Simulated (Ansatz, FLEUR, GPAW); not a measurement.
**Fe2Ge: 3 runs at one level of theory**

```
Ge Fe
1.0
     4.16363    0.00000    0.00000
    -2.08182    3.60581    0.00000
     0.00000    0.00000    2.62647
Ge Fe
1 2
Direct
  0.00000 0.00000 0.00000
  0.33333 0.66667 0.50000
  0.66667 0.33333 0.50000
```

The cell comes from a database or a generator and needn't be the stable form of this composition.

Alike in all runs: task single point; functional PBEsol; k mesh 7 × 7 × 10; occupations fermi-dirac, width 0.05 eV; collinear spin, ferromagnetic start; no spin-orbit coupling. Pressure is positive in compression and, in plane waves, holds the error of the finite cutoff.

```json
{"program and potentials": "GPAW, PAW data sets generated for this functional", "plane-wave cutoff (eV)": "600", "notes": "-", "pressure (GPa)": "-5.80", "net moment per atom (μB)": "1.68"}
{"program and potentials": "FLEUR, all-electron, FLAPW", "plane-wave cutoff (eV)": "-", "notes": "-", "pressure (GPa)": "-", "net moment per atom (μB)": "1.68"}
{"program and potentials": "Ansatz, all-electron LAPW, scalar-relativistic", "plane-wave cutoff (eV)": "-", "notes": "-", "pressure (GPa)": "-7.00", "net moment per atom (μB)": "1.68"}
```

The pressure spans -7.00 (Ansatz, all-electron LAPW, scalar-relativistic) to -5.80 GPa (GPAW, PAW data sets generated for this functional), with all-electron results at -7.00. All agree on the net moment per atom. The state is the one that the start led to, which needn't be the lowest.

The functional is the same throughout but for its coding, so the spread measures potentials, basis and numerics; runs on potential files found faulty are left out.
